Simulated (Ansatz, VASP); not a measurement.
**C: VASP beside Ansatz**

```
C
1.0
     1.22227    0.70568    3.33349
    -1.22227    0.70568    3.33349
     0.00000   -1.41135    3.33349
C
2
Direct
  0.16848 0.16848 0.16848
  0.83152 0.83152 0.83152
```

Change from the starting cell: mode 4 frozen in at +0.019 Å, equal normal strain along x, y and z -0.0083.

Alike in both runs: task single point; functional PBE; dispersion D3(BJ); k mesh 15 × 15 × 15; occupations gaussian, width 0.05 eV; no spin polarisation.

```csv
,VASP,Ansatz
version,VASP 6.6.1,Ansatz 0.2.0
potentials or method,"VASP PAW PBE potentials, release 64 (C)","scalar-relativistic, plane waves, PAW"
plane-wave cutoff (eV),520,520
valence electrons in the cell,8,8
```

VASP gave:

```
gap on the k mesh at the Fermi level (eV)       : 0.61
least direct gap on the mesh (eV)               : 0.61
pressure (GPa)                                  : 8.1
largest component of the traceless stress (GPa) : 8.10
rms of the force components (eV/Å)              : 0.357
```

Q: What did Ansatz give for the same quantities?

A: gap on the k mesh at the Fermi level (eV): 0.61; least direct gap on the mesh (eV): 0.61; pressure (GPa): 7.7; largest component of the traceless stress (GPa): 7.56; rms of the force components (eV/Å): 0.358.

Atom by atom the forces differ by 0.001 eV/Å (rms over components).

Caveats: an odd mesh through Γ misses points on the zone boundary, where band edges often lie.
